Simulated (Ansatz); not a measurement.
# Indium, hcp under r²SCAN: from relaxation to bulk modulus, part 2 of 2

Aim: take indium in the hcp structure, relax it, solve it on a dense k-mesh, switch on spin-orbit coupling, then scale the cell to 7 volumes from 88 to 112 % of the relaxed one and try a fit of the equation of state. The k-meshes are 11×11×6 for the relaxation; 18×18×10 for the dense run; 11×11×6 for spin-orbit coupling; 12×12×7 for the volumes.

Ansatz 0.2.0; DFT, r2SCAN, plane waves (500 eV) with PAW, scalar-relativistic.

**9. Equation of state: 104 %**

This is In in the hcp structure; at room conditions it is tetragonal.

Contents of input.yaml:

```yaml
crystal:
  lattice:
    - [3.3909818624, 0.0, 0.0]
    - [-1.6954909312, 2.9366764366, 0.0]
    - [0.0, 0.0, 5.520213169]
  atoms:
    - { symbol: In, position: [0.3333333333, 0.6666666667, 0.25] }
    - { symbol: In, position: [0.6666666667, 0.3333333333, 0.75] }
hamiltonian:
  xc: r2scan
  pseudopotentials:
    kind: paw
    azcp:
      In: "pseudopotentials/In.paw.azcp"
basis:
  ecutwfc: 500
  fft_grid_basis: typed
kpoints:
  mp_grid: { grid: [12, 12, 7], shift: [0, 0, 0] }
magnetization:
  spin_polarized: false
scf:
  occupations: { method: fermi_dirac, width: 0.1 }
  lower_state_search: "off"
output:
  stress: true
  write_density: true
  write_potential: true
  elf: true
  volumetric_format: npy
```

Launch:

```sh
$ ansatz run input.yaml --threads 1 --pin off --max-ram 3584MiB --backend cpu --events-out ev --progress --plain --runs-dir out
```

What it wrote (excerpt; [...] marks lines left out):

```text
[...]
Pseudopotentials: kind: paw
Pseudopotential: In, paw, valence charge 13, recommended cutoff 500 eV (meta_gga), <dir>
Functional definition: r2SCAN
[...]
Crystal: 2 atoms, lattice volume = 54.971 Å³
Basis set: ecut = 500 eV, 1389 PW (Γ), exchange–correlation on 100×100×180 points (64 copies of the dense FFT grid, shifted against one another)
Bands: 17, of which v1, the nominal top of the filled ones, is band 13 counted from 1 (12 counted from 0)
Symmetry: 24 space group operations
Space group: P63/mmc (ITA 194), of the structure as read, at distance tolerance 3.8e-5 Å
k-points: 76 of 1008
[...]
SCF iter   1: F=-11223.609199 eV  HF=-11223.610162 eV  |F-HF|=9.63e-4  |Δ(HF+E_count)|=         —  Δρ=7.80e-3  dr2=1.81e-2  dr2_τ=1.93e-3  ethr=1.77e-3  ⟨swp⟩=5.7  Hψ=6997  notcnv=0
[...]
SCF iter   7: F=-11223.614905 eV  HF=-11223.614905 eV  |F-HF|=1.08e-8  |Δ(HF+E_count)|=   2.08e-7  Δρ=4.91e-6  dr2=9.46e-9  dr2_τ=2.33e-10  ethr=3.85e-10  ⟨swp⟩=9.5  Hψ=9301  notcnv=0
[...]
SCF converged after 7 iterations
Free energy (F): -11223.614905 eV
[...]
E sigma→0 (E₀):  -11223.601387 eV
Entropy (-TS):   -0.027036 eV (-13.518 meV/atom)
Fermi energy:    9.561351 eV
[...]
--- Stress (GPa, compression-positive) ---
       -1.173737      -0.000000       0.000000
        0.000000      -1.173737       0.000000
        0.000000       0.000000      -1.906552
  P = ⅓ Tr σ = -1.4180 GPa (-14.180 kbar)
--- Band table (eV; the first three rows and the last of 76) ---
  k-point 0: bands = ["-5.7477", "-5.6876", "-5.6639", "-5.6639", "-5.6375", "-5.6375", "-5.5872", "-5.5872", "-5.4053", "-5.4053", "-0.1542", "5.1123", "6.1791", "17.9332", "17.9332", "19.8214", "19.8214"]
[...]
```

It took 19 s on 1 thread of Intel Xeon Platinum 8259CL at 2.50GHz (Skylake/Cascade Lake), shared host; peak memory 0.67 GiB.

**10. Equation of state: 108 %**

input.yaml: that of step 9 with these lines changed.

```diff
@@ -2,5 +2,5 @@
   lattice:
-    - [3.3909818624, 0.0, 0.0]
-    - [-1.6954909312, 2.9366764366, 0.0]
-    - [0.0, 0.0, 5.520213169]
+    - [3.4339102407, 0.0, 0.0]
+    - [-1.7169551203, 2.9738535027, 0.0]
+    - [0.0, 0.0, 5.5900967038]
   atoms:
```

Launch:

```sh
$ ansatz run input.yaml --threads 1 --pin off --max-ram 3584MiB --backend cpu --events-out ev --progress --plain --runs-dir out
```

What it wrote (excerpt; [...] marks lines left out):

```text
[...]
Pseudopotentials: kind: paw
Pseudopotential: In, paw, valence charge 13, recommended cutoff 500 eV (meta_gga), <dir>
Functional definition: r2SCAN
[...]
Crystal: 2 atoms, lattice volume = 57.086 Å³
Basis set: ecut = 500 eV, 1449 PW (Γ), exchange–correlation on 108×108×180 points (64 copies of the dense FFT grid, shifted against one another)
Bands: 17, of which v1, the nominal top of the filled ones, is band 13 counted from 1 (12 counted from 0)
Symmetry: 24 space group operations
Space group: P63/mmc (ITA 194), of the structure as read, at distance tolerance 3.9e-5 Å
k-points: 76 of 1008
[...]
SCF iter   1: F=-11223.582640 eV  HF=-11223.585154 eV  |F-HF|=2.51e-3  |Δ(HF+E_count)|=         —  Δρ=7.62e-3  dr2=1.81e-2  dr2_τ=1.61e-3  ethr=1.77e-3  ⟨swp⟩=5.7  Hψ=7005  notcnv=0
[...]
SCF iter   7: F=-11223.588554 eV  HF=-11223.588554 eV  |F-HF|=1.04e-8  |Δ(HF+E_count)|=   1.98e-7  Δρ=4.50e-6  dr2=8.63e-9  dr2_τ=1.62e-10  ethr=3.85e-10  ⟨swp⟩=9.5  Hψ=9317  notcnv=0
[...]
SCF converged after 7 iterations
Free energy (F): -11223.588554 eV
[...]
E sigma→0 (E₀):  -11223.574320 eV
Entropy (-TS):   -0.028468 eV (-14.234 meV/atom)
Fermi energy:    9.060950 eV
[...]
--- Stress (GPa, compression-positive) ---
       -2.293791       0.000000       0.000000
       -0.000000      -2.293791       0.000000
        0.000000       0.000000      -2.992313
  P = ⅓ Tr σ = -2.5266 GPa (-25.266 kbar)
--- Band table (eV; the first three rows and the last of 76) ---
  k-point 0: bands = ["-6.1995", "-6.1508", "-6.1296", "-6.1296", "-6.1061", "-6.1061", "-6.0606", "-6.0606", "-5.8957", "-5.8957", "-0.3931", "4.6337", "5.8479", "17.1672", "17.1672", "19.0057", "19.0057"]
[...]
```

It took 14 s on 1 thread of Intel Xeon Platinum 8259CL at 2.50GHz (Skylake/Cascade Lake), shared host; peak memory 0.7 GiB.

**11. Equation of state: 112 %**

input.yaml: that of step 10 with these lines changed.

```diff
@@ -2,5 +2,5 @@
   lattice:
-    - [3.4339102407, 0.0, 0.0]
-    - [-1.7169551203, 2.9738535027, 0.0]
-    - [0.0, 0.0, 5.5900967038]
+    - [3.4757913224, 0.0, 0.0]
+    - [-1.7378956612, 3.0101235835, 0.0]
+    - [0.0, 0.0, 5.6582753341]
   atoms:
@@ -26,5 +26 @@
   stress: true
-  write_density: true
-  write_potential: true
-  elf: true
-  volumetric_format: npy
```

Launch:

```sh
$ ansatz run input.yaml --threads 1 --pin off --max-ram 3584MiB --backend cpu --events-out ev --progress --plain --runs-dir out
```

What it wrote (excerpt; [...] marks lines left out):

```text
[...]
Pseudopotentials: kind: paw
Pseudopotential: In, paw, valence charge 13, recommended cutoff 500 eV (meta_gga), <dir>
Functional definition: r2SCAN
[...]
Crystal: 2 atoms, lattice volume = 59.200 Å³
Basis set: ecut = 500 eV, 1521 PW (Γ), exchange–correlation on 108×108×180 points (64 copies of the dense FFT grid, shifted against one another)
Bands: 17, of which v1, the nominal top of the filled ones, is band 13 counted from 1 (12 counted from 0)
Symmetry: 24 space group operations
Space group: P63/mmc (ITA 194), of the structure as read, at distance tolerance 3.9e-5 Å
k-points: 76 of 1008
[...]
SCF iter   1: F=-11223.543022 eV  HF=-11223.546966 eV  |F-HF|=3.94e-3  |Δ(HF+E_count)|=         —  Δρ=7.42e-3  dr2=1.82e-2  dr2_τ=1.35e-3  ethr=1.77e-3  ⟨swp⟩=5.6  Hψ=7001  notcnv=0
[...]
SCF iter   6: F=-11223.549331 eV  HF=-11223.549331 eV  |F-HF|=1.58e-7  |Δ(HF+E_count)|=   1.76e-6  Δρ=1.31e-5  dr2=8.76e-8  dr2_τ=2.07e-9  ethr=3.85e-10  ⟨swp⟩=3.6  Hψ=5968  notcnv=0
[...]
SCF converged after 6 iterations
Free energy (F): -11223.549331 eV
[...]
E sigma→0 (E₀):  -11223.534470 eV
Entropy (-TS):   -0.029723 eV (-14.862 meV/atom)
Fermi energy:    8.598158 eV
[...]
--- Stress (GPa, compression-positive) ---
       -3.163610      -0.000000       0.000000
       -0.000000      -3.163610       0.000000
        0.000000       0.000000      -3.816696
  P = ⅓ Tr σ = -3.3813 GPa (-33.813 kbar)
```

It took 14 s on 1 thread of Intel Xeon Platinum 8259CL at 2.50GHz (Skylake/Cascade Lake), shared host; peak memory 0.69 GiB.

**12. Energy and pressure against volume**

The cell was scaled evenly, with its shape and the fractional positions fixed.

| V (Å³/atom) | E − E₀ (meV/atom) | P from the stress (GPa) | P from the fit (GPa) |
| --- | --- | --- | --- |
| 23.257 | 63.6 | 7.37 | 7.39 |
| 24.314 | 25.6 | 4.29 | 4.27 |
| 25.371 | 5.8 | 1.89 | 1.85 |
| 26.429 | 0.0 | 0.02 | -0.02 |
| 27.486 | 5.1 | -1.42 | -1.47 |
| 28.543 | 18.6 | -2.53 | -2.58 |
| 29.600 | 38.6 | -3.38 | -3.44 |

A third-order Birch-Murnaghan fit gives V₀ = 26.416 Å³/atom, B₀ = 41 GPa and B₀′ = 5.4; it misses no point by more than 0.04 meV/atom.

**13. Summary of results**

What follows sums up all 2 parts.

| quantity | value |
| --- | --- |
| space group (spins left aside) | P6_3/mmc (No. 194) |
| conventional cell | a = 3.347 Å, c = 5.449 Å (c/a = 1.628) |
| volume | 26.429 Å³/atom |
| shortest distance | 3.340 Å |
| gap on the mesh | none (levels filled in part) |
| relative to body-centred tetragonal | +15 meV/atom |
| V₀, B₀, B₀′ | 26.416 Å³/atom, 41 GPa, 5.4 |

**Reading.** From the guessed start the volume grew by 1.1 % in 4 steps. It lies 15 meV/atom above the element's reference form at the same level (body-centred tetragonal, from a run of its own). No gap shows: it is a metal or semimetal at this level. The total energy of the spin-orbit run lies +9.6 eV/atom from the scalar one, but the two kinds of run don't share a zero of energy: only differences within one kind count. The fitted modulus is 41 GPa; letting shape and positions relax at each volume could only lower it. The symmetry was held, so the structure may be unstable against distortions that break it.
